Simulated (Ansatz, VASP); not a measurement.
**Bi: VASP beside Ansatz**

```xyz
2
Lattice="2.2369 1.2914 3.8848 -2.2369 1.2914 3.8848 0.0000 -2.5829 3.8848" Properties=species:S:1:pos:R:3 pbc="T T T"
Bi    0.0000    0.0000    8.9272
Bi    0.0000    0.0000    2.7271
```

Alike in both runs: task single point; functional PBE; k mesh 7 × 7 × 7; occupations fermi-dirac, width 0.05 eV; no spin polarisation.

|  | VASP | Ansatz |
| --- | --- | --- |
| version | VASP 6.6.1 | Ansatz 0.2.0 |
| potentials or method | VASP PAW PBE potentials, release 64 (Bi_d) | JTH PAW |
| plane-wave cutoff (eV) | 520 | 1800 |
| valence electrons in the cell | 30 | 30 |

Ansatz gave:

| Item | Value |
| --- | --- |
| gap on the k mesh at the Fermi level (eV) | 0.29 |
| least direct gap on the mesh (eV) | 0.55 |
| pressure (GPa) | 4.5 |
| largest component of the traceless stress (GPa) | 0.39 |
| rms of the force components (eV/Å) | 0.236 |

Estimate VASP's values.

gap on the k mesh at the Fermi level (eV): 0.29; least direct gap on the mesh (eV): 0.55; pressure (GPa): 4.4; largest component of the traceless stress (GPa): 0.39; rms of the force components (eV/Å): 0.235.

Atom by atom the forces differ by 0.001 eV/Å (rms over components).

Caveats: spin-orbit coupling is left out, which as a rule narrows the gap of such compounds by several tenths of an eV; an odd mesh through Γ misses points on the zone boundary, where band edges often lie (VASP); odd divisions of the mesh miss points on the zone boundary, where band edges often lie, so the gap on the mesh can be too wide (Ansatz).
